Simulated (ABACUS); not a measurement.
**Pb under changes of volume**

One of the cells (29.314 Å³/atom); the others are scaled copies at fixed shape and fractional positions:

```xyz
2
Lattice="3.4800 0.0000 0.0000 -1.7400 3.0138 0.0000 0.0000 0.0000 5.5900" Properties=species:S:1:pos:R:3 pbc="T T T"
Pb    1.7400    1.0046    4.1925
Pb    0.0000    2.0092    1.3975
```

This isn't the form of Pb at room conditions, which is fcc.

| Quantity | Value |
| --- | --- |
| Program | ABACUS 3.10.1 |
| Functional | PBE |
| Potentials or basis | PseudoDojo NC SR 0.4.1 PBE standard |
| Cutoff | 857 eV |
| Density cutoff | 3429 eV |
| Basis | plane waves |
| k mesh | 9 × 9 × 5 |
| Occupations | fermi-dirac, width 0.05 eV |
| Spin | no spin polarisation |

```tsv
volume (Å³/atom)	energy over the lowest point (meV/atom)	pressure (GPa)
27.555	?	?
28.141	67.44	6.7
28.727	45.58	5.4
29.314	28.45	4.2
29.900	15.47	3.1
30.486	6.13	2.1
31.073	0.00	1.3
```

Problem. What does the run at 27.555 Å³/atom give?

Solution. Energy over the lowest point 94.67 meV/atom; pressure 8.3 GPa.

Worked out: A Birch-Murnaghan fit of order 3 (a polynomial in V^(-2/3)) to the other rows has no minimum within the range. It gives 94.66 meV/atom at 27.555 Å³/atom, against the run's 94.67, and -dE/dV = 8.2 GPa, against 8.3.

Energies are extrapolated to zero smearing.
